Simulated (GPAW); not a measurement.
**ZrSe2 (P-3m1): one start, several treatments of the self-energy**

Wanted: the gap of ZrSe2 (P-3m1) under several approximations, with cost.

Method: LDA and many-body steps on it, plane waves, in GPAW 26.7.0.

This is a report of a sequence of runs, with most program output left out.

The database entry behind the starting cell differs from later determinations by our own check (c about 0.8 % long), so it need not match the best structure at ambient conditions.

### Step 1. Set-up

The structure is trigonal, space group P-3m1 (No. 164). Conventional cell: a = 3.798 Å, b = 3.798 Å, c = 6.192 Å, α = 90.00°, β = 90.00°, γ = 120.00°. Nearest to Zr lie 6 Se at 2.68 Å. Nearest to Se lie 3 Zr at 2.68 Å. Farther neighbours and most contacts between anions are not listed.

Coordinates:

```cif
data_structure
_symmetry_space_group_name_H-M 'P 1'
_symmetry_Int_Tables_number 1
_cell_length_a 3.7980
_cell_length_b 3.7980
_cell_length_c 6.1920
_cell_angle_alpha 90.000
_cell_angle_beta 90.000
_cell_angle_gamma 120.000
_cell_volume 77.35
loop_
_atom_site_label
_atom_site_type_symbol
_atom_site_fract_x
_atom_site_fract_y
_atom_site_fract_z
_atom_site_occupancy
Zr1 Zr 0.00000 0.00000 0.00000 1
Se2 Se 0.33333 0.66667 0.25000 1
Se3 Se 0.66667 0.33333 0.75000 1
```

The cell and positions come from the Crystallography Open Database and are kept as given unless a step says otherwise.

### Step 2. Empty states on the mesh, 6×6×4 mesh, 185 bands

This step: GPAW 26.7.0; DFT, LDA, plane waves, PAW.

The sums over transitions need many empty states on a uniform mesh; this step solves for them.

Input file run.py:

```python
import json
import numpy as np
from gpaw.mpi import world
from gpaw import GPAW

calc = GPAW('gs.gpw').fixed_density(kpts={'size': (6, 6, 4), 'gamma': True},
    parallel={'domain': 1, 'band': 1},
    txt='nscf.txt')
calc.diagonalize_full_hamiltonian(nbands=185)
calc.write('full.gpw', mode='all')
res = {}
kpts = calc.get_ibz_k_points()
res['kpts'] = kpts
res['eigenvalues'] = [calc.get_eigenvalues(kpt=k) for k in range(len(kpts))]
res['n_electrons'] = calc.get_number_of_electrons()

if world.rank == 0:
    with open('result.json', 'w') as f:
        json.dump(res, f, default=lambda x: x.tolist())
```

Command:

```
> mpirun -n 8 gpaw python run.py
```

Wall time 21 s (8 MPI ranks of Intel Xeon Platinum 8259CL at 2.50GHz (Skylake/Cascade Lake), shared host); peak memory 3.1 GiB.

Numbers from this step:

```yaml
gap: 0.2860 eV
k_of_the_valence_top: 0, 0, 0
k_of_the_conduction_bottom: 0.5, 0.5, 0.5
least_direct_gap: 0.9678 eV
k_points_computed: 24
lowest_point_of_the_top_converged_band_above_the_valence_top: 87.7957 eV
```

On this mesh the gap is 0.286 eV.

### Step 3. G0W0, Godby-Needs plasmon pole

G0W0 replaces the xc potential by the self-energy, built once from these orbitals. Only a window of levels is corrected, while the sums run over the empty bands that the input names.

This step: G0W0 on LDA, plane waves, PAW.

Input file run.py:

```python
import json
import numpy as np
from gpaw.mpi import world
from gpaw.response.g0w0 import G0W0

gw = G0W0('full.gpw',
    filename='gw',
    kpts=[0, 23],
    bands=(10, 14),
    ecut=100,
    nbands=175,
    integrate_gamma='WS',
    ppa=True)
gw.calculate()
res = {mode: {k: v for k, v in r.items() if k != 'sigma_eskwn'}
       for mode, r in gw.all_results.items()}

if world.rank == 0:
    with open('result.json', 'w') as f:
        json.dump(res, f, default=lambda x: x.tolist())
```

Command:

```
> mpirun -n 8 gpaw python run.py
```

The job ended after 2.8 min (8 MPI ranks; peak memory 2.6 GiB; 22 min of CPU time).

Numbers from this step:

| Item | Value |
| --- | --- |
| G0W0 gap on the points computed | 1.126 eV |
| least direct G0W0 gap on the computed points | 2.025 eV |
| Z at the valence top | 0.7823 |
| Z at the conduction bottom | 0.7831 |
| starting gap on the mesh | 0.2860 eV |
| k of the valence top | 0, 0, 0 |
| k of the conduction bottom | 0.5, 0.5, 0.5 |

The gap on the mesh goes from 0.29 eV to 1.13 eV, a correction of +0.84 eV.

### Step 4. G0W0, full frequency, Hilbert transform

run.py: that of step 3 with these lines changed.

```diff
@@ -12,3 +12,5 @@
     integrate_gamma='WS',
-    ppa=True)
+    frequencies={'type': 'nonlinear', 'domega0': 0.1, 'omega2': 15.0},
+    eta=0.1,
+    nblocksmax=True)
 gw.calculate()
```

Command:

```
> mpirun -n 8 gpaw python run.py
```

Run time: 5 min. Hardware: 8 MPI ranks; peak memory 2.9 GiB.

This step gave:

- G0W0 gap on the points computed: 1.127 eV
- least direct G0W0 gap on the computed points: 1.987 eV
- Z at the valence top: 0.7409
- Z at the conduction bottom: 0.7333
- starting gap on the mesh: 0.2860 eV
- k of the valence top: 0, 0, 0
- k of the conduction bottom: 0.5, 0.5, 0.5

Against G0W0 in GPAW (6×6×4 mesh, 175 bands, screening to 100 eV, Godby-Needs plasmon pole), the gap moves by +0.0004 eV.

### Step 5. G0W0, multipole

run.py: that of step 4 with these lines changed.

```diff
@@ -12,5 +12,3 @@
     integrate_gamma='WS',
-    frequencies={'type': 'nonlinear', 'domega0': 0.1, 'omega2': 15.0},
-    eta=0.1,
-    nblocksmax=True)
+    mpa={'npoles': 4, 'wrange': [0, 40], 'varpi': 20.0, 'eta0': 0.01, 'eta_rest': 1.0, 'alpha': 1})
 gw.calculate()
```

Command:

```
> mpirun -n 8 gpaw python run.py
```

Run time: 4.5 min. Hardware: 8 MPI ranks; peak memory 2.9 GiB.

Numbers from this step:

| Property | Result |
| --- | --- |
| G0W0 gap on the points computed | 1.123 eV |
| least direct G0W0 gap on the computed points | 1.989 eV |
| starting gap on the mesh | 0.2860 eV |
| k of the valence top | 0, 0, 0 |
| k of the conduction bottom | 0.5, 0.5, 0.5 |

Against G0W0 in GPAW (6×6×4 mesh, 175 bands, screening to 100 eV, Godby-Needs plasmon pole), the gap moves by −0.003 eV.

### Step 6. Side by side

Times are wall times on 8 MPI ranks of Intel Xeon Platinum 8259CL at 2.50GHz (Skylake/Cascade Lake), shared host, good to a factor of about two.

```csv
run,mesh,bands,screening cutoff (eV),DFT gap (eV),gap on the mesh (eV),direct (eV),time
"G0W0, Godby-Needs plasmon pole",6×6×4,175,100,0.286,1.126,2.025,2.8 min
"G0W0, full frequency, Hilbert transform",6×6×4,175,100,0.286,1.127,1.987,5 min
"G0W0, multipole",6×6×4,175,100,0.286,1.123,1.989,4.5 min
```

### Step 7. Results

```yaml
g0w0_godby_needs_plasmon_pole: 1.126 eV
g0w0_full_frequency_hilbert_transform: 1.127 eV
g0w0_multipole: 1.123 eV
known_limits: not at the basis limit; no spin-orbit coupling; coarse k mesh
```

G0W0, full frequency, Hilbert transform: no change against G0W0, Godby-Needs plasmon pole. G0W0, multipole: −0.003 eV against G0W0, Godby-Needs plasmon pole. Bands and cutoff are finite, so the gap is not at the basis limit. The miss can reach some tenths of an eV and take either sign; the mesh is an error of its own. These stock PAW sets were not made for GW; the filled d or f shell of Se lies in the frozen core, which bears on start and correction. In the G0W0 runs levels were corrected at 2 k points alone, so a gap called «on the mesh» is the least over those, and an edge elsewhere would be missed. The 6×6×4 mesh is coarse for this cell, which bears on the long-range parts of exchange and screening. The many-body steps are scalar-relativistic: spin-orbit coupling is not in them.

[Paths, hosts, dates, memory and timing lines, banners, echoed tables and standing remarks are left out of the program output.]

[Logs are printed without paths, hosts, clocks, repeated set-up lines and the standing remarks that a program may print on its own settings, such as how far it seeks lower states.]

[Runs of the session that timed out or met a known fault of the program may be left out.]

[Hosts, paths, dates, database ids (printed as entryN), source tags and the programs' standing remarks are cut or masked in the printed files.]
